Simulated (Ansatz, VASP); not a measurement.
## AlNi: VASP beside Ansatz

```xyz
2
Lattice="2.9444 0.0000 0.0000 0.0000 2.9444 0.0000 0.0000 0.0000 2.7709" Properties=species:S:1:pos:R:3 pbc="T T T"
Al    0.0000    0.0000    0.0000
Ni    1.4722    1.4722    1.3855
```

Change from the starting cell: biaxial strain in the a-b plane, c and atoms relaxed: +3.0 %.

Alike in both runs: functional PBEsol; k mesh 18 × 18 × 18; occupations gaussian, width 0.1 eV; no spin polarisation.

Ansatz relaxed the structure, and its values are those at the end. VASP's run is a single point on that final structure, the one shown.

|  | VASP | Ansatz |
| --- | --- | --- |
| version | VASP 6.6.1 | Ansatz 0.2.0 |
| potentials or method | VASP PAW PBE potentials, release 64 (Al, Ni) | scalar-relativistic, plane waves, PAW |
| plane-wave cutoff (eV) | 520 | 420 |
| valence electrons in the cell | 13 | 21 |

```tsv
	VASP	Ansatz	Ansatz less VASP
gap on the k mesh at the Fermi level (eV)	none	none	-
pressure (GPa)	-3.6	-3.7	-0.11
```

A gap of «none» marks a metal or a gap that the smearing closes. The functional is the same, so the differences come from potentials, cutoffs and numerics. The two sets of potentials don't hold the same shells in valence.

Caveats: the PAW data sets were made with another functional, which shifts forces and pressure a little (VASP). Spin polarisation is off, so any magnetic state and its effect on volume and gap are missing.
